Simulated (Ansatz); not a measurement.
KF and the effect of the share of exact exchange

```cif
data_structure
_symmetry_space_group_name_H-M 'Fm-3m'
_symmetry_Int_Tables_number 225
_cell_length_a 5.3437
_cell_length_b 5.3437
_cell_length_c 5.3437
_cell_angle_alpha 90.000
_cell_angle_beta 90.000
_cell_angle_gamma 90.000
_cell_volume 152.59
loop_
_atom_site_label
_atom_site_type_symbol
_atom_site_symmetry_multiplicity
_atom_site_Wyckoff_symbol
_atom_site_fract_x
_atom_site_fract_y
_atom_site_fract_z
_atom_site_occupancy
K1 K 4 a 0.00000 0.00000 0.00000 1
F1 F 4 b 0.50000 0.00000 0.00000 1
```

Kept alike: task single point; k mesh 5 × 5 × 5; occupations fermi-dirac, width 0.05 eV; no spin polarisation. Program: Ansatz, Ansatz PAW, cutoff 420 eV. The mesh is that of the run's cell of 2 atoms. No spin-orbit coupling.

```csv
"share of exact exchange, α",pressure (GPa)
0,1.38
0.1,1.02
0.15,0.85
0.25,0.49
0.35,0.13
0.5,-0.41
```

The k mesh is coarse, so the values aren't converged. Pressure is positive in compression, with a Pulay correction for the finite cutoff. The exact exchange is short-ranged, of HSE form. All rows use potentials made for PBE. The mesh is thin for exact exchange.

The pressure falls from 1.38 to -0.41 GPa between 0 and 0.5. Exact exchange shortens the bonds here, so the pressure at fixed cell falls.
